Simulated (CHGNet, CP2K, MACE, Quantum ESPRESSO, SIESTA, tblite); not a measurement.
# Bulk modulus two ways: fluorite-type CdF2, an end member of the CaF2–CdF2 series (96 atoms), QE, PBE

The cell holds 96 atoms (32 Cd and 64 F). Recipe: fluorite-type CaF2, 2 x 2 x 2 conventional cells, 32 of 32 Ca sites given to Cd at random (x = 1.000), lattice by Vegard's rule (a = 5.39 Å); every coordinate displaced by a Gaussian of 0.09 Å. Then the atoms were relaxed with MACE MP-0b3 medium in the fixed cell.

Calculated with Quantum ESPRESSO 7.5: PBE; plane waves, SSSP efficiency, 60/480 Ry; k-points Γ. The cell is scaled evenly by ±3 % in volume, with fractional positions held.

| volume (Å³/atom) | energy less the middle row's (meV/atom) | pressure (GPa) |
| --- | --- | --- |
| 12.658 | 19.088 | 9.843 |
| 13.049 | 0.000 | 5.893 |
| 13.441 | -10.150 | 2.544 |

**Question.** Find the bulk modulus at the middle volume from the pressures and from the energies, and check the printed pressure against the slope of the energy (1 meV/Å³ = 0.16022 GPa).

**Working.**

The step is h = 0.3915 Å³. From pressures: B = −V dP/dV = 13.049 × (9.843 − (2.544)) / (2 × 0.3915) = 122 GPa.

From energies: B = V d²E/dV² = 13.049 × (19.088 + (-10.150)) / 0.3915² = 761.0 meV/Å³ = 122 GPa.

Slope: P = −dE/dV = −(-10.150 − (19.088)) / (2 × 0.3915) = 37.3 meV/Å³ = 5.98 GPa, against 5.89 GPa printed.

The two moduli agree within 0 %.

A central difference over ±3 % overstates P by about B(1 + B′)(0.03)²/6, some 0.09 GPa for B′ = 4.

Limits: three points, a static cell at zero temperature, the cell shape held; the modulus is that at 5.9 GPa, not at zero pressure.

[Hosts, paths, dates, database ids (printed as entryN), source tags and the programs' standing remarks are cut or masked in the printed files.]
